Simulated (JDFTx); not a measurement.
Crystal: Ge.

```
Ge
1.0
     0.00000    2.82891    2.82891
     2.82891    0.00000    2.82891
     2.82891    2.82891    0.00000
Ge
2
Direct
  0.75000 0.75000 0.75000
  0.50000 0.50000 0.50000
```

Base run:

- Program: JDFTx 1.7.0 (patched build)
- Functional: PBE
- Potentials or basis: PseudoDojo-SR-PBE-0.5-standard
- Cutoff: 1061 eV
- Density cutoff: 4245 eV
- k mesh: 8 × 8 × 8
- Occupations: fermi-dirac, width 0.05 eV
- Spin: no spin polarisation

Its results: band gap on the k mesh none (metal or under the smearing width); pressure 3.7 GPa.

Question: After a change of settings the same cell gave: band gap on the k mesh none (metal or under the smearing width); pressure 6.7 GPa. Which change was it?
A. functional from PBE to PBEsol; potentials or basis from PseudoDojo-SR-PBE-0.5-standard to PseudoDojo-SR-PBEsol-0.4.1-standard; density cutoff from 4245 eV to 8490 eV
B. density cutoff from 4245 eV to 8490 eV; k mesh from 8 × 8 × 8 to 5 × 5 × 5
C. functional from PBE to BLYP; density cutoff from 4245 eV to 8490 eV

Answer: C.

BLYP binds less tightly than PBE, so the same cell stands under more pressure.

Caveats: this crystal is a semiconductor, whose small gap the functional closes, so the metal is an error of the method; the potentials were made for another functional, which shifts forces and pressure (some runs).

Not every run made on this cell is shown here.
